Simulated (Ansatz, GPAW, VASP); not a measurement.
One calculation of Pt, 3 ways

```
Pt
1.0
     0.00000    1.96090    1.96090
     1.96090    0.00000    1.96090
     1.96090    1.96090    0.00000
Pt
1
Direct
  0.00000 0.00000 0.00000
```

Alike in all runs: task single point; functional PBE; k mesh 12 × 12 × 12; occupations gaussian, width 0.018 eV; no spin polarisation; no spin-orbit coupling. Pressure is positive in compression and, in plane waves, holds the error of the finite cutoff.

```tsv
program and potentials	plane-wave cutoff (eV)	notes	band gap (eV)	pressure (GPa)
GPAW, GPAW PAW data sets (gpaw-data 1.2.1)	600	16 valence electrons an atom on average	no gap	9.71
VASP, PBE PAW files Pt, 520 eV	520	10 valence electrons an atom on average	no gap	9.69
Ansatz, all-electron LAPW, scalar-relativistic	-	-	no gap	10.16
```

None finds a gap. The pressure spans 9.69 (VASP, PBE PAW files Pt, 520 eV) to 10.16 GPa (Ansatz, all-electron LAPW, scalar-relativistic), with all-electron results at 10.16.

Differences between rows come from potentials, basis sets and numerical settings, since the functional is the same but for its coding. Runs on potential files found faulty are left out.
